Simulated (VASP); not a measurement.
TlCl, 2 atoms in the cell. It takes space group Pm-3m (No. 221, cubic). The conventional cell has a = 3.834 Å, b = 3.834 Å, c = 3.834 Å, α = 90.00°, β = 90.00°, γ = 90.00°. Tl (site symmetry m-3m) is surrounded by 8 Cl at 3.32 Å. Cl (site symmetry m-3m) is surrounded by 8 Tl at 3.32 Å. 

```yaml
Program: VASP 6.6.1
Task: single point
Functional: LDA
Potentials_or_basis: VASP PAW LDA potentials, release 64 (Tl_d, Cl)
Cutoff: 520 eV
k_mesh: 8 × 8 × 8
Occupations: gaussian, width 0.05 eV
Spin: no spin polarisation
Dipole_correction: no
Further_INCAR_settings: ALGO = Fast; EDIFF = 1e-06; NBANDS = 17
```

Potentials or basis: VASP PAW LDA potentials, release 64 (Tl_d, Cl).

Launch:

```sh
$ cat potpaw_LDA.64/Tl_d/POTCAR potpaw_LDA.64/Cl/POTCAR > POTCAR
$ mpirun -np 1 vasp_std > vasp.out
```

Hardware: 1 thread of Intel(R) Xeon(R) Platinum 8488C (Sapphire Rapids), on a shared host.

**Question.** Estimate the wall time of this run.

**Answer.** Run time: 30 s on 1 thread of Intel(R) Xeon(R) Platinum 8488C (Sapphire Rapids), with other jobs on the host, peak memory 0.16 GiB. Counts: scf iterations 14, k points 35.
